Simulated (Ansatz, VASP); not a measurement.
## GePt: VASP beside Ansatz

```
Ge Pt
1.0
     0.00000    2.55948    2.55948
     2.55948    0.00000    2.55948
     2.55948    2.55948    0.00000
Ge Pt
1 1
Direct
  0.00000 0.00000 0.00000
  0.75000 0.75000 0.75000
```

Change from the starting cell: species swapped into the AgO type (F-43m, No. 216).

Alike in both runs: task relaxation of cell and atoms; functional PBE; k mesh 6 × 6 × 6; occupations gaussian, width 0.1 eV; no spin polarisation.

|  | VASP | Ansatz |
| --- | --- | --- |
| version | VASP 6.6.1 | Ansatz 0.2.0 |
| potentials or method | VASP PAW PBE potentials, release 64 (Ge_d, Pt) | scalar-relativistic, plane waves, PAW |
| plane-wave cutoff (eV) | 600 | 420 |
| valence electrons in the cell | 24 | 32 |

Ansatz gave:

```
gap on the k mesh at the Fermi level, each at its own relaxed structure (eV) : none
relaxed volume (Å³/atom)                                                     : 22.28
relaxed cell length with the largest relative difference (Å)                 : 3.979
energy change over the relaxation (meV/atom)                                 : -747
```

Q: What did VASP give for the same quantities?

A: gap on the k mesh at the Fermi level, each at its own relaxed structure (eV): none; relaxed volume (Å³/atom): 22.32; relaxed cell length with the largest relative difference (Å): 3.982; energy change over the relaxation (meV/atom): -753.

A gap of «none» marks a metal or a gap that the smearing closes. The two sets of potentials don't hold the same shells in valence.

Caveats: the volume moved by over 15 % at a fixed basis, so the end points are rough (VASP). Spin-orbit coupling is left out, which matters for the levels of Pt.
